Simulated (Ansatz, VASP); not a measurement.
**KF in VASP and in Ansatz**

INCAR

```
SYSTEM = KF
  PREC = Accurate
  ENCUT = 520
  EDIFF = 1E-6
  ISMEAR = 0
  SIGMA = 0.05
  LREAL = .FALSE.
  LASPH = .TRUE.
  NELM = 60
  ALGO = Normal
  ISIF = 2
  LWAVE = .FALSE.
  LCHARG = .TRUE.
  GGA = CA
  LELF = .TRUE.
  LVHAR = .TRUE.
  NBANDS = 15
```

The input KPOINTS:

```
Automatic mesh
0
G
  8 8 8
  0 0 0
```

File POSCAR:

```
KF
1.0
    0.0000000000      2.5817196783      2.6785341662
    2.4461793952      0.0000000000      2.6785341662
    2.4461793952      2.5817196783      0.0000000000
K F
1 1
Direct
    0.0000000000      0.0000000000      0.0000000000
    0.5000000000      0.5000000000      0.5000000000
```

Input for Ansatz:

```yaml
crystal:
  lattice:
    - [0.0, 2.5817196783, 2.6785341662]
    - [2.4461793952, 0.0, 2.6785341662]
    - [2.4461793952, 2.5817196783, 0.0]
  atoms:
    - { symbol: K, position: [0.0, 0.0, 0.0] }
    - { symbol: F, position: [0.5, 0.5, 0.5] }
basis:
  ecutwfc: 520.0
kpoints:
  mp_grid: { grid: [8, 8, 8] }
hamiltonian:
  xc: lda
scf:
  occupations: { method: gaussian, width: 0.05 }
output:
  forces: true
  stress: true
  eigenvalues: true
  write_density: true
  write_potential: true
  elf: true
  volumetric_format: npy
```

Change from the starting cell: normal strain along x -0.0525, normal strain along z +0.0375.

Alike in both runs: task single point; functional LDA; k mesh 8 × 8 × 8; occupations gaussian, width 0.05 eV; no spin polarisation.

|  | VASP | Ansatz |
| --- | --- | --- |
| version | VASP 6.6.1 | Ansatz 0.2.0 |
| potentials or method | VASP PAW LDA potentials, release 64 (K_sv, F) | scalar-relativistic, plane waves, PAW |
| plane-wave cutoff (eV) | 520 | 520 |
| valence electrons in the cell | 16 | 16 |

VASP gave:

```
gap on the k mesh at the Fermi level (eV)       : 6.23
least direct gap on the mesh (eV)               : 6.24
pressure (GPa)                                  : 1.9
largest component of the traceless stress (GPa) : 5.01
```

Task: Which values does Ansatz return?

Result: gap on the k mesh at the Fermi level (eV): 6.25; least direct gap on the mesh (eV): 6.26; pressure (GPa): 1.6; largest component of the traceless stress (GPa): 4.76.

A k mesh can miss the band edges.
